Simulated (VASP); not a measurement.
# SiC (Imm2) in VASP: notebook

The runs below take SiC through single point, with PBE.

Everything below comes from runs of VASP 6.6.1. Logs are shortened: lines on timing, memory, paths and dates and some standing lists are left out, and cuts for length are marked.

## (1) The structure

Symmetry: Imm2, No. 44, orthorhombic system. Conventional cell: a = 3.069 Å, b = 3.216 Å, c = 4.548 Å, α = 90.00°, β = 90.00°, γ = 90.00°. Si (site symmetry mm2) has 4 C at 1.92 to 1.96 Å as nearest neighbours. Around C (site symmetry mm2) lie 4 Si at 1.92 to 1.96 Å.

The cell was built by a generator and needn't be a form met in nature.

## (2) Single point, PBE

INCAR

```
PREC = Accurate ; ENCUT = 520
EDIFF = 1E-7 ; ISMEAR = 0
SIGMA = 0.02 ; LREAL = False
LASPH = True ; NELM = 100
ALGO = Fast ; ISIF = 2
LWAVE = False ; LCHARG = False
GGA = PE ; NBANDS = 16
```

KPOINTS

```
regular mesh
0
Gamma
  8 6 10
```

POSCAR

```
SiC
1.0
    3.2160326483      0.0000000000      0.0000000000
    0.0000000000      4.5481569380      0.0000000000
    0.0000000000      0.0000000000      3.0694735730
Si C
2 2
Direct
    0.0000000000      0.0013795261      0.0000000000
    0.5000000000      0.5013795261      0.5000000000
    0.5000000000      0.2486204739      0.0000000000
    1.0000000000      0.7486204739      0.5000000000
```

Potentials or basis: VASP PAW PBE potentials, release 64 (Si, C).

On the command line:

```console
cat potpaw_PBE.64/Si/POTCAR potpaw_PBE.64/C/POTCAR > POTCAR
mpirun -np 1 vasp_std > vasp.out
```

OUTCAR:

```text
PREC = Accurate
   ENCUT = 520
   EDIFF = 1E-7
   ISMEAR = 0
   LREAL = False
   LASPH = True
   NELM = 100
   ISIF = 2
   GGA = PE

 ion  position               nearest neighbor table
   1  0.000  0.001  0.000-   4 1.92   4 1.92   3 1.96   3 1.96
   2  0.500  0.501  0.500-   3 1.92   3 1.92   4 1.96   4 1.96
   3  0.500  0.249  0.000-   2 1.92   2 1.92   1 1.96   1 1.96
   4  0.000  0.749  0.500-   1 1.92   1 1.92   2 1.96   2 1.96

  LATTYP: Found a simple orthorhombic cell.
 ALAT       =     3.0694735730
 B/A-ratio  =     1.0477472999
 C/A-ratio  =     1.4817384251

  Lattice vectors:

 A1 = (   0.0000000000,   0.0000000000,   3.0694735730)
 A2 = (   3.2160326483,   0.0000000000,   0.0000000000)
 A3 = (   0.0000000000,   4.5481569380,   0.0000000000)

Analysis of symmetry for initial positions (statically):
=====================================================================
 Subroutine PRICEL returns following result:

  LATTYP: Found a body centered orthorhombic cell.
 ALAT       =     3.0694735730
 B/A-ratio  =     1.0477472999
 C/A-ratio  =     1.4817384251

  Lattice vectors:

 A1 = (  -1.6080163242,  -2.2740784690,  -1.5347367865)
 A2 = (   1.6080163242,  -2.2740784690,   1.5347367865)
 A3 = (  -1.6080163242,   2.2740784690,   1.5347367865)

   2 primitive cells build up your supercell.

 Routine SETGRP: Setting up the symmetry group for a
 simple orthorhombic supercell.

 Subroutine GETGRP returns: Found  4 space group operations
 (whereof  4 operations were pure point group operations)
 out of a pool of  8 trial point group operations.

The static configuration has the point symmetry C_2v.

Analysis of symmetry for dynamics (positions and initial velocities):
=====================================================================
 Subroutine PRICEL returns following result:

  LATTYP: Found a body centered orthorhombic cell.
 ALAT       =     3.0694735730
 B/A-ratio  =     1.0477472999
 C/A-ratio  =     1.4817384251

  Lattice vectors:

 A1 = (  -1.6080163242,  -2.2740784690,  -1.5347367865)
 A2 = (   1.6080163242,  -2.2740784690,   1.5347367865)
 A3 = (  -1.6080163242,   2.2740784690,   1.5347367865)

   2 primitive cells build up your supercell.

 Routine SETGRP: Setting up the symmetry group for a
 simple orthorhombic supercell.

 Subroutine GETGRP returns: Found  4 space group operations
 (whereof  4 operations were pure point group operations)
 out of a pool of  8 trial point group operations.

The dynamic configuration has the point symmetry C_2v.

 Subroutine INISYM returns: Found  4 space group operations
 (whereof  4 operations are pure point group operations),
 and found     2 'primitive' translations

----------------------------------------------------------------------------------------

                                     Primitive cell

  volume of cell :      22.4486

  direct lattice vectors                    reciprocal lattice vectors
    -1.608016324 -2.274078469 -1.534736786    -0.310942117 -0.219869282  0.000000000
     1.608016324 -2.274078469  1.534736786     0.000000000 -0.219869282  0.325788764
    -1.608016324  2.274078469  1.534736787    -0.310942117  0.000000000  0.325788764

  length of vectors
     3.180026161  3.180026161  3.180026161     0.380824764  0.393040481  0.450359100

  position of ions in fractional coordinates (direct lattice)
     0.998620474  0.998620474  0.000000000
     0.251379526  0.751379526  0.500000000

  ion indices of the primitive-cell ions
   primitive index   ion index
                 1           1
                 2           3

----------------------------------------------------------------------------------------

 KPOINTS: regular mesh

Automatic generation of k-mesh.
 Grid dimensions read from file:
 generate k-points for:    8    6   10

 Generating k-lattice:

  Cartesian coordinates                     Fractional coordinates (reciprocal lattice)
     0.038867765  0.000000000  0.000000000     0.125000000  0.000000000  0.000000000
     0.000000000  0.036644880  0.000000000     0.000000000  0.166666667  0.000000000
     0.000000000  0.000000000  0.032578876     0.000000000  0.000000000  0.100000000

  Length of vectors
     0.038867765  0.036644880  0.032578876

  Shift w.r.t. Gamma in fractional coordinates (k-lattice)
     0.000000000  0.000000000  0.000000000

 Subroutine IBZKPT returns following result:
 ===========================================

 Found    120 irreducible k-points:

 Following reciprocal coordinates:
            Coordinates               Weight
  0.000000  0.000000  0.000000      1.000000
  0.125000  0.000000  0.000000      2.000000
  0.250000  0.000000  0.000000      2.000000
  0.375000  0.000000  0.000000      2.000000
  0.500000  0.000000  0.000000      1.000000
  0.000000  0.166667  0.000000      2.000000
[... 16 lines left out ...]
  0.250000  0.000000  0.100000      4.000000
  0.375000  0.000000  0.100000      4.000000
 [... further k-points ...]
   k-points           NKPTS =    120   k-points in BZ     NKDIM =    120   number of bands    NBANDS=     16
   number of dos      NEDOS =    301   number of ions     NIONS =      4
   total plane-waves  NPLWV =  20736
   dimension x,y,z NGX =    24 NGY =   36 NGZ =   24
   dimension x,y,z NGXF=    48 NGYF=   72 NGZF=   48
   ions per type =               2   2
   NGX,Y,Z   is equivalent  to a cutoff of  12.41, 13.16, 13.00 a.u.
   NGXF,Y,Z  is equivalent  to a cutoff of  24.81, 26.32, 26.00 a.u.
 SYSTEM =  unknown system
   PREC   = accura    normal or accurate (medium, high low for compatibility)
   ISTART =      0    job   : 0-new  1-cont  2-samecut
   ICHARG =      2    charge: 1-file 2-atom 10-const
   ISPIN  =      1    spin polarized calculation?
   LNONCOLLINEAR =      F non collinear calculations
   LSORBIT =      F    spin-orbit coupling
   LASPH  =      T    aspherical Exc in radial PAW
   ENCUT  =  520.0 eV  38.22 Ry    6.18 a.u.   5.98  8.46  5.71*2*pi/ulx,y,z
   NELM   =    100;   NELMIN=  2; NELMDL= -5     # of ELM steps
   EDIFF  = 0.1E-06   stopping-criterion for ELM
   LREAL  =      F    real-space projection
   EDIFFG = 0.1E-05   stopping-criterion for IOM
   NSW    =      0    number of steps for IOM
   IBRION =     -1    ionic relax: 0-MD 1-quasi-New 2-CG
   NFREE  =      0    steps in history (QN), initial steepest desc. (CG)
   ISIF   =      2    stress and relaxation
   ISYM   =      2    0-nonsym 1-usesym 2-fastsym
   POTIM  = 0.5000    time-step for ionic-motion
   TEBEG  =    0.0;   TEEND  =   0.0 temperature during run
   PSTRESS=    0.0 pullay stress
   NELECT =      16.0000    total number of electrons
   NUPDOWN=      -1.0000    fix difference up-down
   EMIN   =  10.00;   EMAX   =-10.00  energy-range for DOS
   EFERMI =   0.00;   METHOD = LEGACY
   ISMEAR =     0;   SIGMA  =   0.02  broadening in eV -4-tet -1-fermi 0-gaus
   EFERMI_NEDOS =   21; number of points for ismear=-14 and -15
   IALGO  =     68    algorithm
   IMIX   =      4    mixing-type and parameters
     AMIX     =   0.40;   BMIX     =  1.00
     AMIX_MAG =   1.60;   BMIX_MAG =  1.00
  volume/ion in A,a.u.               =      11.22        75.75
  Fermi-wavevector in a.u.,A,eV,Ry     =   1.160669  2.193346 18.329110  1.347152
  Thomas-Fermi vector in A             =   2.297249
   LORBIT       =      0    0 simple, 1 ext, 2 COOP (PROOUT), +10 PAW based schemes
   GGA     = PE    functional components
   LHFCALC =     F    Hartree Fock is set to
   AEXX    =    0.0000 exact exchange contribution
   IVDW    =     0    specifies the selected vdW correction
   LEPSILON=     F    determine dielectric tensor
   LRPA    =     F    only Hartree local field effects (RPA)
 non-spin polarized calculation
 RMM-DIIS sequential band-by-band and
 Gauss-broadening in eV      SIGMA  =   0.02
  energy-cutoff  :      520.00
  volume of cell :       44.90
 maximum number of plane-waves:      1228
 NGX is ok and might be reduce to    24
   NGX = 11   NGY = 17   NGZ = 11

 number of electron      16.0000001 magnetization

 Free energy of the ion-electron system (eV)
  ---------------------------------------------------
  ext. energy  EPLUGINS =         0.00000000
  ---------------------------------------------------
  free energy    TOTEN  =       -29.92414734 eV

  energy without entropy =      -29.92414734  energy(sigma->0) =      -29.92414734

 E-fermi :   7.6301     XC(G=0): -11.0045

 val. band max:        7.4692765084   @ k =   0.0000   0.0000   0.0000
 cond. band min:       8.5815671080   @ k =   0.5000   0.0000   0.5000
 fundamental gap:      1.1122905996
 Fermi energy:         7.6301290117

 k-point     1 :       0.0000    0.0000    0.0000
  band No.  band energies     occupation
      1      -7.5619      2.00000
      2      -3.0368      2.00000
      3      -0.5094      2.00000
      4       3.9910      2.00000
      5       4.7318      2.00000
      6       7.0976      2.00000
[... 8 lines left out ...]
     15      20.4088      0.00000
     16      20.7221      0.00000

 k-point     2 :       0.1250    0.0000    0.0000
  band No.  band energies     occupation
      1      -7.3789      2.00000
      2      -3.0114      2.00000
      3      -0.3720      2.00000
      4       3.0986      2.00000
      5       4.8632      2.00000
      6       6.1617      2.00000
[... 8 lines left out ...]
     15      19.8985      0.00000
     16      20.1880      0.00000

 k-point     3 :       0.2500    0.0000    0.0000
  band No.  band energies     occupation
      1      -6.8386      2.00000
      2      -3.1132      2.00000
      3      -0.0275      2.00000
      4       1.9684      2.00000
      5       4.4296      2.00000
      6       5.2393      2.00000
[... 8 lines left out ...]
     15      18.5606      0.00000
     16      18.7444      0.00000

 k-point     4 :       0.3750    0.0000    0.0000
  band No.  band energies     occupation
      1      -5.9742      2.00000
      2      -3.7652      2.00000
      3       0.4569      2.00000
      4       1.9795      2.00000
      5       2.7437      2.00000
      6       4.2089      2.00000
[... 8 lines left out ...]
     15      17.2185      0.00000
     16      17.2873      0.00000

 k-point     5 :       0.5000    0.0000    0.0000
  band No.  band energies     occupation
      1      -4.8720      2.00000
      2      -4.8720      2.00000
      3       1.3689      2.00000
      4       1.3689      2.00000
      5       2.9085      2.00000
      6       2.9085      2.00000
[... 8 lines left out ...]
     15      16.1169      0.00000
     16      16.1169      0.00000

 k-point     6 :       0.0000    0.1667    0.0000
  band No.  band energies     occupation
      1      -7.3973      2.00000
      2      -3.8206      2.00000
      3       0.4159      2.00000
      4       4.1310      2.00000
      5       4.8616      2.00000
      6       6.5258      2.00000
[... 8 lines left out ...]
     15      19.8021      0.00000
     16      20.2312      0.00000
[... 267 lines left out ...]
 k-point    21 :       0.0000    0.0000    0.1000
  band No.  band energies     occupation
      1      -7.4310      2.00000
      2      -2.9814      2.00000
      3      -0.4054      2.00000
      4       3.9700      2.00000
      5       4.0919      2.00000
      6       6.8174      2.00000
[... 8 lines left out ...]
     15      20.0001      0.00000
     16      20.3472      0.00000

 k-point    22 :       0.1250    0.0000    0.1000
  band No.  band energies     occupation
      1      -7.2484      2.00000
      2      -2.9515      2.00000
      3      -0.2727      2.00000
      4       3.2079      2.00000
      5       4.1141      2.00000
      6       6.1280      2.00000
[... 8 lines left out ...]
     15      18.8055      0.00000
     16      19.7224      0.00000

 k-point    23 :       0.2500    0.0000    0.1000
  band No.  band energies     occupation
      1      -6.7096      2.00000
      2      -3.0354      2.00000
      3       0.0521      2.00000
      4       2.0820      2.00000
      5       4.4321      2.00000
      6       4.5252      2.00000
[... 8 lines left out ...]
     15      17.3703      0.00000
     16      18.4401      0.00000

 k-point    24 :       0.3750    0.0000    0.1000
  band No.  band energies     occupation
      1      -5.8482      2.00000
      2      -3.6609      2.00000
      3       0.5052      2.00000
      4       2.0903      2.00000
      5       2.7623      2.00000
      6       4.2647      2.00000
[... 8 lines left out ...]
     15      16.4693      0.00000
     16      18.0661      0.00000

 [... further k-points ...]

------------------------ aborting loop because EDIFF is reached ----------------------------------------

  FORCE on cell =-STRESS in cart. coord.  units (eV):
  Direction    XX          YY          ZZ          XY          YZ          ZX
  --------------------------------------------------------------------------------------
  -------------------------------------------------------------------------------------
  Total       -5.6419701     -4.6332494      0.0258833      0.0000000      0.0000000      0.0000000
  in kB     -201.3360643   -165.3394443      0.9236555      0.0000000      0.0000000      0.0000000
  external PRESSURE =    -121.9172844 kB  Pullay stress =       0.0000000 kB

 VOLUME and BASIS-vectors are now :
 -----------------------------------------------------------------------------
  energy-cutoff  :      520.00
  volume of cell :       44.90
      direct lattice vectors                 reciprocal lattice vectors
     3.216032648  0.000000000  0.000000000     0.310942117  0.000000000  0.000000000
     0.000000000  4.548156938  0.000000000     0.000000000  0.219869282  0.000000000
     0.000000000  0.000000000  3.069473573     0.000000000  0.000000000  0.325788764

 POSITION                                       TOTAL-FORCE (eV/Angst)
 -----------------------------------------------------------------------------------
      0.00000      0.00627      0.00000         0.000000      0.000891     -0.000000
      1.60802      2.28035      1.53474         0.000000      0.000891     -0.000000
      1.60802      1.13076      0.00000        -0.000000     -0.000891      0.000000
      0.00000      3.40484      1.53474         0.000000     -0.000891      0.000000
 -----------------------------------------------------------------------------------
    total drift:                                0.000000     -0.000152      0.000000

  FREE ENERGIE OF THE ION-ELECTRON SYSTEM (eV)
  ---------------------------------------------------
  free  energy   TOTEN  =       -29.9241473426 eV

  energy  without entropy=      -29.9241473426  energy(sigma->0) =      -29.92414734
```

It took 26 s on 1 thread of Intel Xeon 6975P-C (Granite Rapids), shared host; peak memory 0.19 GiB.

What came out:

```
Free energy            : -29.9241 eV
Pressure               : -12.2 GPa
Band gap on the k mesh : 1.11 eV
```

Stress tensor (GPa, compression positive):
```
-20.13   0.00   0.00
  0.00 -16.53   0.00
  0.00   0.00   0.09
```

A k mesh can miss the band edges. A hybrid or GW would open this gap; PBE tends to underestimate it.

(Continued in part 2 of 2.)
